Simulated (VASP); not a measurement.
# Zn2Ga2O3 (P-3m1) in VASP: density of states with PBE

Aim: the density of states of Zn2Ga2O3 with PBE.

Everything below comes from runs of VASP 6.6.1. Logs are shortened: lines on timing, memory, paths and dates and some standing lists are left out, and cuts for length are marked.

### 1 The structure

It takes space group P-3m1 (No. 164, trigonal). The conventional cell has a = 2.980 Å, b = 2.980 Å, c = 13.776 Å, α = 90.00°, β = 90.00°, γ = 120.00°. Zn (site symmetry 3m) has 9 Zn at 2.89 to 2.98 Å as nearest neighbours. Ga (site symmetry 3m) is surrounded by 3 O at 1.89 Å. O (site symmetry 3m) is surrounded by 3 Ga at 1.89 Å. O (site symmetry -3m) is surrounded by 6 Ga at 2.23 Å.

The cell was built by a generator and needn't be a form met in nature.

### 2 Density of states, PBE

POSCAR reads:

```
Zn2Ga2O3
1.0
    2.9800520000      0.0000000000      0.0000000000
   -1.4900260000      2.5808000000      0.0000000000
    0.0000000000      0.0000000000     13.7759400000
Zn Ga O
2 2 3
Direct
    0.3333330000      0.6666670000      0.4157070000
    0.6666670000      0.3333330000      0.5842930000
    0.3333330000      0.6666670000      0.1034280000
    0.6666670000      0.3333330000      0.8965720000
    0.6666670000      0.3333330000      0.1603190000
    0.3333330000      0.6666670000      0.8396810000
    0.0000000000      0.0000000000      0.0000000000
```

INCAR.step1 reads:

```
  PREC = Accurate
  ENCUT = 520
  EDIFF = 1E-7
  ISMEAR = 0
  SIGMA = 0.1
  LREAL = False
  LASPH = True
  NELM = 80
  ALGO = Normal
  ISIF = 2
  LWAVE = False
  LCHARG = True
  GGA = PE
  NBANDS = 43
  KPAR = 4
```

KPOINTS.step1 reads:

```
regular mesh
0
Gamma
  12 12 4
```

INCAR.step2 reads:

```
  PREC = Accurate
  ENCUT = 520
  EDIFF = 1E-7
  ISMEAR = -5
  SIGMA = 0.1
  LREAL = False
  LASPH = True
  NELM = 80
  ALGO = Normal
  ISIF = 2
  LWAVE = False
  LCHARG = False
  GGA = PE
  LORBIT = 11
  NBANDS = 43
  KPAR = 4
  NEDOS = 2001
  ICHARG = 11
```

KPOINTS.step2 reads:

```
regular mesh
0
Gamma
  18 18 6
```

Potentials or basis: VASP PAW PBE potentials, release 64 (Zn, Ga_d, O).

On the command line:

```
> cat potpaw_PBE.64/Zn/POTCAR potpaw_PBE.64/Ga_d/POTCAR potpaw_PBE.64/O/POTCAR > POTCAR
> cp INCAR.step1 INCAR
> cp KPOINTS.step1 KPOINTS
> mpirun -np 4 vasp_std > vasp.out
> cp INCAR.step2 INCAR
> cp KPOINTS.step2 KPOINTS
> mpirun -np 4 vasp_std > vasp.out
```

OUTCAR:

```text
PREC = Accurate
   ENCUT = 520
   EDIFF = 1E-7
   ISMEAR = -5
   LREAL = False
   LASPH = True
   NELM = 80
   ISIF = 2
   GGA = PE
   LORBIT = 11
   ICHARG = 11

 ion  position               nearest neighbor table
   1  0.333  0.667  0.416-   2 2.89   2 2.89   2 2.89
   2  0.667  0.333  0.584-   1 2.89   1 2.89   1 2.89
   3  0.333  0.667  0.103-   5 1.89   5 1.89   5 1.89   7 2.23   7 2.23   7 2.23
   4  0.667  0.333  0.897-   6 1.89   6 1.89   6 1.89   7 2.23   7 2.23   7 2.23
   5  0.667  0.333  0.160-   3 1.89   3 1.89   3 1.89
   6  0.333  0.667  0.840-   4 1.89   4 1.89   4 1.89
   7  0.000  0.000  0.000-   3 2.23   4 2.23   3 2.23   4 2.23   4 2.23   3 2.23

  LATTYP: Found a hexagonal cell.
 ALAT       =     2.9800520000
 C/A-ratio  =     4.6227179928

  Lattice vectors:

 A1 = (   2.9800520000,   0.0000000000,   0.0000000000)
 A2 = (  -1.4900260000,   2.5808000000,   0.0000000000)
 A3 = (   0.0000000000,   0.0000000000,  13.7759400000)

Analysis of symmetry for initial positions (statically):
=====================================================================
 Subroutine PRICEL returns:
 Original cell was already a primitive cell.

 Routine SETGRP: Setting up the symmetry group for a
 hexagonal supercell.

 Subroutine GETGRP returns: Found 12 space group operations
 (whereof 12 operations were pure point group operations)
 out of a pool of 24 trial point group operations.

The static configuration has the point symmetry D_3d.

Analysis of symmetry for dynamics (positions and initial velocities):
=====================================================================
 Subroutine PRICEL returns:
 Original cell was already a primitive cell.

 Routine SETGRP: Setting up the symmetry group for a
 hexagonal supercell.

 Subroutine GETGRP returns: Found 12 space group operations
 (whereof 12 operations were pure point group operations)
 out of a pool of 24 trial point group operations.

The dynamic configuration has the point symmetry D_3d.

 Subroutine INISYM returns: Found 12 space group operations
 (whereof 12 operations are pure point group operations),
 and found     1 'primitive' translations

----------------------------------------------------------------------------------------

                                     Primitive cell

  volume of cell :     105.9496

  direct lattice vectors                    reciprocal lattice vectors
     2.980052000  0.000000000  0.000000000     0.335564614  0.193738376  0.000000000
    -1.490026000  2.580800000  0.000000000     0.000000000  0.387476751  0.000000000
     0.000000000  0.000000000 13.775940000     0.000000000  0.000000000  0.072590328

  length of vectors
     2.980052000  2.980051362 13.775940000     0.387476668  0.387476751  0.072590328

  position of ions in fractional coordinates (direct lattice)
     0.333333000  0.666667000  0.415707000
     0.666667000  0.333333000  0.584293000
     0.333333000  0.666667000  0.103428000
     0.666667000  0.333333000  0.896572000
     0.666667000  0.333333000  0.160319000
     0.333333000  0.666667000  0.839681000
     0.000000000  0.000000000  0.000000000

  ion indices of the primitive-cell ions
   primitive index   ion index
                 1           1
                 2           2
                 3           3
                 4           4
                 5           5
                 6           6
                 7           7

----------------------------------------------------------------------------------------

 KPOINTS: regular mesh

Automatic generation of k-mesh.
 Grid dimensions read from file:
 generate k-points for:   18   18    6

 Generating k-lattice:

  Cartesian coordinates                     Fractional coordinates (reciprocal lattice)
     0.018642479  0.010763243  0.000000000     0.055555556 -0.000000000  0.000000000
     0.000000000  0.021526486  0.000000000     0.000000000  0.055555556  0.000000000
     0.000000000  0.000000000  0.012098388     0.000000000  0.000000000  0.166666667

  Length of vectors
     0.021526482  0.021526486  0.012098388

  Shift w.r.t. Gamma in fractional coordinates (k-lattice)
     0.000000000  0.000000000  0.000000000

 TETIRR: Found   2825 inequivalent tetrahedra from    11664

 Subroutine IBZKPT returns following result:
 ===========================================

 Found    202 irreducible k-points:

 Following reciprocal coordinates:
            Coordinates               Weight
  0.000000  0.000000  0.000000      1.000000
  0.055556 -0.000000  0.000000      6.000000
  0.111111 -0.000000  0.000000      6.000000
  0.166667  0.000000  0.000000      6.000000
  0.222222  0.000000  0.000000      6.000000
  0.277778  0.000000  0.000000      6.000000
[... 16 lines left out ...]
  0.333333  0.111111  0.000000     12.000000
  0.388889  0.111111  0.000000     12.000000
 [... further k-points ...]
   k-points           NKPTS =    202   k-points in BZ     NKDIM =    202   number of bands    NBANDS=     43
   number of dos      NEDOS =   2001   number of ions     NIONS =      7
   total plane-waves  NPLWV =  62208
   dimension x,y,z NGX =    24 NGY =   24 NGZ =  108
   dimension x,y,z NGXF=    48 NGYF=   48 NGZF=  216
   ions per type =               2   2   3
   NGX,Y,Z   is equivalent  to a cutoff of  13.39, 13.39, 13.03 a.u.
   NGXF,Y,Z  is equivalent  to a cutoff of  26.78, 26.78, 26.07 a.u.
 SYSTEM =  unknown system
   PREC   = accura    normal or accurate (medium, high low for compatibility)
   ISTART =      0    job   : 0-new  1-cont  2-samecut
   ICHARG =     11    charge: 1-file 2-atom 10-const
   ISPIN  =      1    spin polarized calculation?
   LNONCOLLINEAR =      F non collinear calculations
   LSORBIT =      F    spin-orbit coupling
   LASPH  =      T    aspherical Exc in radial PAW
   ENCUT  =  520.0 eV  38.22 Ry    6.18 a.u.   5.54  5.54 25.61*2*pi/ulx,y,z
   NELM   =     80;   NELMIN=  2; NELMDL=  0     # of ELM steps
   EDIFF  = 0.1E-06   stopping-criterion for ELM
   LREAL  =      F    real-space projection
   EDIFFG = 0.1E-05   stopping-criterion for IOM
   NSW    =      0    number of steps for IOM
   IBRION =     -1    ionic relax: 0-MD 1-quasi-New 2-CG
   NFREE  =      0    steps in history (QN), initial steepest desc. (CG)
   ISIF   =      2    stress and relaxation
   ISYM   =      2    0-nonsym 1-usesym 2-fastsym
   POTIM  = 0.5000    time-step for ionic-motion
   TEBEG  =    0.0;   TEEND  =   0.0 temperature during run
   PSTRESS=    0.0 pullay stress
   NELECT =      68.0000    total number of electrons
   NUPDOWN=      -1.0000    fix difference up-down
   EMIN   =  10.00;   EMAX   =-10.00  energy-range for DOS
   EFERMI =   0.00;   METHOD = LEGACY
   ISMEAR =    -5;   SIGMA  =   0.10  broadening in eV -4-tet -1-fermi 0-gaus
   EFERMI_NEDOS =   21; number of points for ismear=-14 and -15
   IALGO  =     38    algorithm
   IMIX   =      4    mixing-type and parameters
     AMIX     =   0.40;   BMIX     =  1.00
     AMIX_MAG =   1.60;   BMIX_MAG =  1.00
  volume/ion in A,a.u.               =      15.14       102.14
  Fermi-wavevector in a.u.,A,eV,Ry     =   1.412141  2.668559 27.131943  1.994142
  Thomas-Fermi vector in A             =   2.533920
   LORBIT       =     11    0 simple, 1 ext, 2 COOP (PROOUT), +10 PAW based schemes
   GGA     = PE    functional components
   LHFCALC =     F    Hartree Fock is set to
   AEXX    =    0.0000 exact exchange contribution
   IVDW    =     0    specifies the selected vdW correction
   LEPSILON=     F    determine dielectric tensor
   LRPA    =     F    only Hartree local field effects (RPA)
 non-spin polarized calculation
 Fermi weights with tetrahedron method with Bloechl corrections
  energy-cutoff  :      520.00
  volume of cell :      105.95
 maximum number of plane-waves:      2908
 NGX is ok and might be reduce to    24

 number of electron      67.9999994 magnetization

 Free energy of the ion-electron system (eV)
  ---------------------------------------------------
  ext. energy  EPLUGINS =         0.00000000
  ---------------------------------------------------
  free energy    TOTEN  =       -30.47754733 eV

  energy without entropy =      -30.47754733  energy(sigma->0) =      -30.47754733

 E-fermi :   3.5043     XC(G=0): -10.0551

 val. band max:        3.4735353270   @ k =   0.1111  -0.0000   0.5000
 cond. band min:       3.3927124338   @ k =   0.4444   0.0000   0.5000
 fundamental gap:     -0.0808228932
 Fermi energy:         3.5043119843

 k-point     1 :       0.0000    0.0000    0.0000
  band No.  band energies     occupation
      1     -18.4996      2.00000
      2     -17.8327      2.00000
      3     -16.5997      2.00000
      4     -12.6846      2.00000
      5     -12.6846      2.00000
      6     -12.6416      2.00000
[... 35 lines left out ...]
     42      12.8771      0.00000
     43      12.8772      0.00000

 k-point     2 :       0.0556   -0.0000    0.0000
  band No.  band energies     occupation
      1     -18.4645      2.00000
      2     -17.8111      2.00000
      3     -16.6024      2.00000
      4     -12.6767      2.00000
      5     -12.6726      2.00000
      6     -12.6445      2.00000
[... 1004 lines left out ...]
 k-point    24 :       0.3889    0.1111    0.0000
  band No.  band energies     occupation
      1     -17.1680      2.00000
      2     -17.1392      2.00000
      3     -16.6190      2.00000
      4     -12.5666      2.00000
      5     -12.5419      2.00000
      6     -12.5123      2.00000
[... 35 lines left out ...]
     42      10.3394      0.00000
     43      10.5950      0.00000

 [... further k-points ...]

------------------------ aborting loop because EDIFF is reached ----------------------------------------

  FORCE on cell =-STRESS in cart. coord.  units (eV):
  Direction    XX          YY          ZZ          XY          YZ          ZX
  --------------------------------------------------------------------------------------
  -------------------------------------------------------------------------------------
  Total        0.0221523      0.0221523     -0.3694906      0.0000000     -0.0000000      0.0000000
  in kB        0.3349885      0.3349883     -5.5874613      0.0000000     -0.0000000      0.0000000
  external PRESSURE =      -1.6391615 kB  Pullay stress =       0.0000000 kB

 VOLUME and BASIS-vectors are now :
 -----------------------------------------------------------------------------
  energy-cutoff  :      520.00
  volume of cell :      105.95
      direct lattice vectors                 reciprocal lattice vectors
     2.980052000  0.000000000  0.000000000     0.335564614  0.193738376  0.000000000
    -1.490026000  2.580800000  0.000000000     0.000000000  0.387476751  0.000000000
     0.000000000  0.000000000 13.775940000     0.000000000  0.000000000  0.072590328

 POSITION                                       TOTAL-FORCE (eV/Angst)
 -----------------------------------------------------------------------------------
     -0.00000      1.72053      5.72675        -0.000000      0.000000      0.183673
      1.49003      0.86027      8.04919         0.000000     -0.000000     -0.183673
     -0.00000      1.72053      1.42482         0.000000      0.000000     -0.007392
      1.49003      0.86027     12.35112        -0.000000      0.000000      0.007392
      1.49003      0.86027      2.20854         0.000000      0.000000     -0.002964
     -0.00000      1.72053     11.56740        -0.000000      0.000000      0.002964
      0.00000      0.00000      0.00000        -0.000000      0.000000     -0.000000
 -----------------------------------------------------------------------------------
    total drift:                               -0.000000      0.000000      0.000000

  FREE ENERGIE OF THE ION-ELECTRON SYSTEM (eV)
  ---------------------------------------------------
  free  energy   TOTEN  =       -30.4775473317 eV

  energy  without entropy=      -30.4775473317  energy(sigma->0) =      -30.47754733

 total charge

# of ion       s       p       d       tot
------------------------------------------
    1        0.633   0.250   9.728  10.611
    2        0.633   0.250   9.728  10.611
    3        0.706   0.732  10.228  11.666
    4        0.706   0.732  10.228  11.666
    5        1.567   3.487   0.000   5.054
    6        1.567   3.487   0.000   5.054
    7        1.575   3.415   0.000   4.990
--------------------------------------------------
tot          7.387  12.354  39.911  59.653
```

It took 2.2 min on 4 MPI ranks of Intel Xeon 6975P-C (Granite Rapids), shared host; peak memory 0.8 GiB.

Results:

| Quantity | Value |
| --- | --- |
| Valence electrons inside the program's atomic spheres | Zn 10.61; Ga 11.67; O 5.05, 4.99 |

States per cell in windows of 1 eV (zero at the Fermi level; states under -8 eV left out):
```
from (eV)  total  Zn1_d  Zn2_d  O7_p  O5_p  O6_p  Ga3_p
     -8.0  15.82   6.54   6.54  0.34  0.22  0.22   0.10
     -7.0  10.25   3.79   3.79  0.38  0.43  0.43   0.15
     -6.0   3.44   0.03   0.03  0.38  0.73  0.73   0.17
     -5.0   5.04   0.03   0.03  0.92  1.05  1.05   0.12
     -4.0   3.27   0.02   0.02  0.79  0.56  0.56   0.01
     -3.0   0.69   0.02   0.02  0.00  0.01  0.01   0.00
     -2.0   0.64   0.02   0.02  0.00  0.00  0.00   0.00
     -1.0   0.75   0.01   0.01  0.00  0.01  0.01   0.00
      0.0   1.09   0.02   0.02  0.01  0.02  0.02   0.00
      1.0   1.85   0.02   0.02  0.06  0.08  0.08   0.05
      2.0   2.64   0.02   0.02  0.22  0.14  0.14   0.07
      3.0   1.87   0.02   0.02  0.18  0.09  0.09   0.06
      4.0   1.92   0.03   0.03  0.09  0.04  0.04   0.09
      5.0   2.33   0.04   0.04  0.06  0.06  0.06   0.17
      6.0   2.93   0.05   0.05  0.12  0.08  0.08   0.26
      7.0   2.01   0.03   0.03  0.06  0.07  0.07   0.16
```

Caveat: tetrahedron occupations give inexact forces and stress in metals.
